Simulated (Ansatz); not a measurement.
# ZrO2 (fluorite type): the cost of one run

Method: DFT PBEsol, with the methods named in each step, in Ansatz 0.2.0.

### Step 1. The starting structure

The structure is cubic, space group Fm-3m (No. 225). Conventional cell: a = 5.064 Å, b = 5.064 Å, c = 5.064 Å, α = 90.00°, β = 90.00°, γ = 90.00°. Around Zr (site symmetry m-3m) lie 8 O at 2.19 Å. O (site symmetry -43m) is surrounded by 4 Zr at 2.19 Å.

As a file:

```
CELL_PARAMETERS angstrom
0.00000 2.53187 2.53187
2.53187 0.00000 2.53187
2.53187 2.53187 0.00000
ATOMIC_POSITIONS crystal
Zr 0.00000 0.00000 0.00000
O 0.25000 0.25000 0.25000
O 0.75000 0.75000 0.75000
```

Whether this phase is the stable one at these pressures isn't tested.

Atoms are numbered in the order of the input: Zr1, O2, O3.

### Step 2. The reference volume, LAPW

The input, input.yaml:

```yaml
crystal:
  lattice:
    - [0.0, 2.5318728463, 2.5318728463]
    - [2.5318728463, 0.0, 2.5318728463]
    - [2.5318728463, 2.5318728463, 0.0]
  atoms:
    - { symbol: Zr, position: [0.0, 0.0, 0.0] }
    - { symbol: O, position: [0.25, 0.25, 0.25] }
    - { symbol: O, position: [0.75, 0.75, 0.75] }
kpoints:
  mp_grid: { grid: [11, 11, 11] }
  band_path:
    path:
      - [0.0, 0.0, 0.0]
      - [0.5, 0.0, 0.5]
      - [0.625, 0.25, 0.625]
      - [0.375, 0.375, 0.75]
      - [0.0, 0.0, 0.0]
      - [0.5, 0.5, 0.5]
      - [0.5, 0.25, 0.75]
      - [0.5, 0.0, 0.5]
    npoints: 14
scf:
  occupations: { method: fermi_dirac, width: 0.05 }
hamiltonian:
  xc: pbesol
  pseudopotentials: { kind: all_electron, lapw: { basis_error: 0.001 } }
output:
  forces: true
  stress: true
  eigenvalues: true
  populations: true
  dos: { projected: true, de: 0.2, e_range: [-14, 8] }
```

The run is started by

```console
> ansatz run input.yaml --threads 1 --pin off --max-ram 3072MiB --backend cpu --events-out ev --progress --plain --runs-dir out
```

What time and memory should one allow on 1 thread of AMD EPYC (Zen 3), shared host?

About 47 s, with a peak of 0.4 GiB.
